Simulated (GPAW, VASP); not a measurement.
This is a calculation of Ti (Titanium) for VASP 6.6.1. 

Contents of INCAR:

```
PREC = Accurate ; ENCUT = 520
EDIFF = 1E-7 ; ISMEAR = -1
SIGMA = 0.05 ; LREAL = False
LASPH = True ; NELM = 60
ALGO = Normal ; ISIF = 2
LWAVE = False ; LCHARG = False
GGA = PE ; NBANDS = 19
```

The input KPOINTS:

```
Automatic mesh
0
Gamma
  10 10 6
```

File POSCAR:

```
Ti
1.0
    2.9500000000      0.0000000000      0.0000000000
   -1.4750000000      2.5547749412      0.0000000000
    0.0000000000      0.0000000000      4.6800000000
Ti
2
Direct
    0.6666666667      0.3333333333      0.7500000000
    0.3333333333      0.6666666667      0.2500000000
```

Potentials or basis: VASP PAW PBE potentials, release 64 (Ti_sv).

Launch:

```console
$ cat potpaw_PBE.64/Ti_sv/POTCAR > POTCAR
$ mpirun -np 1 vasp_std > vasp.out
```

Question: What does the same run look like in GPAW 26.7.0 (ASE script)? Potentials or basis there: GPAW PAW data sets (gpaw-data 1.2.1), cutoff 600 eV.

Answer: As run (cutoffs and basis follow the program's own potentials, and thresholds, step limits or extra output files can differ):

The input run.py:

```python
from ase import Atoms
from ase.dft.bandgap import bandgap
from ase.io import write
from ase.units import Bohr, GPa
from gpaw import GPAW, PW
from gpaw.elf import elf_from_dft_calculation

atoms = Atoms(['Ti', 'Ti'],
              cell=[[2.95, 0.0, 0.0],
                    [-1.475, 2.5547749412, 0.0],
                    [0.0, 0.0, 4.68]],
              scaled_positions=[[0.6666666667, 0.3333333333, 0.75],
                                [0.3333333333, 0.6666666667, 0.25]],
              pbc=True)

calc = GPAW(mode=PW(600),
            xc='PBE',
            kpts={'size': (10, 10, 6), 'gamma': True},
            occupations={'name': 'fermi-dirac', 'width': 0.05},
            nbands=24,
            convergence={'density': 1e-05, 'energy': 1e-05},
            maxiter=150,
            txt='gpaw.txt')
atoms.calc = calc
energy = atoms.get_potential_energy()
forces = atoms.get_forces()
stress = atoms.get_stress()
calc.write('gs.gpw')
write('result.traj', atoms)
print(f'Energy: {energy:.6f} eV')
print('Forces (eV/A):')
print(forces.round(4))
print('Stress (GPa):', (stress / GPa).round(3))
print('Fermi level:', round(calc.get_fermi_level(), 4), 'eV')
print(f'Gap: {bandgap(calc)[0]:.4f} eV, direct: {bandgap(calc, direct=True)[0]:.4f} eV')

# fields on the real-space grid
write('density.cube', atoms, data=calc.get_pseudo_density() * Bohr**3)
write('potential.cube', atoms, data=calc.get_electrostatic_potential())
write('elf.cube', atoms, data=elf_from_dft_calculation(calc).data)
```

Potentials or basis: GPAW PAW data sets (gpaw-data 1.2.1), pw.

The run is started by

```bash
$ OMP_NUM_THREADS=1 python run.py
```

Both were run:

|  | VASP | GPAW |
| --- | --- | --- |
| Pressure | -1.7 GPa | -2.0 GPa |

Pressure is positive in compression.
